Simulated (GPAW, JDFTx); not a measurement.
## MgO: programs and potentials compared

```
Mg O
1.0
     0.00000    2.09700    2.09700
     2.09700    0.00000    2.09700
     2.09700    2.09700    0.00000
Mg O
1 1
Cartesian
  0.0000 0.0000 0.0000
  2.0970 2.0970 2.0970
```

The cell is a database's computed one, not the measured one.

Alike in all runs: task single point; functional LDA; k mesh 11 × 11 × 11; occupations fermi-dirac, width 0.05 eV; no spin polarisation; no spin-orbit coupling. LDA stands for any of its common fits. Pressure is positive in compression and, in plane waves, holds the error of the finite cutoff.

| program and potentials | plane-wave cutoff (eV) | notes | pressure (GPa) |
| --- | --- | --- | --- |
| JDFTx, PseudoDojo-SR-LDA-0.4.1-standard with smoothed tails | 1143 | - | -4.03 |
| JDFTx, PseudoDojo-SR-LDA-0.4.1-standard | 1143 | - | -4.03 |
| GPAW, the program's PAW data sets (release 1.2.1) made for this functional | 800 | - | -3.69 |

The pressure spans -4.03 (JDFTx, PseudoDojo-SR-LDA-0.4.1-standard with smoothed tails) to -3.69 GPa (GPAW, the program's PAW data sets (release 1.2.1) made for this functional).

Differences between rows come from potentials, basis sets and numerical settings, since the functional is the same but for its coding. Runs on potential files found faulty are left out.

All three runs put MgO under tension at this volume, with pressures from -4.03 to -3.69 GPa, so the crystal would contract if the cell were relaxed. This fits the known tendency of LDA to overbind, and suggests that the database cell was relaxed with a functional that favours a larger volume, probably a gradient-corrected one. In a rocksalt oxide the equilibrium spacing is set by Madelung attraction against the steep repulsion between closed-shell ions. That balance makes the lattice stiff, so a small mismatch in lattice constant is enough to produce a pressure of several gigapascals.

By the same argument, the gap between the two programs amounts to only a very small difference in equilibrium lattice constant. Smoothing the tails of the pseudopotentials leaves the pressure unchanged to the printed precision, so that modification does not account for the offset from GPAW. The shared sign supports contraction within LDA, but a single volume fixes neither the equilibrium lattice constant nor the bulk modulus.
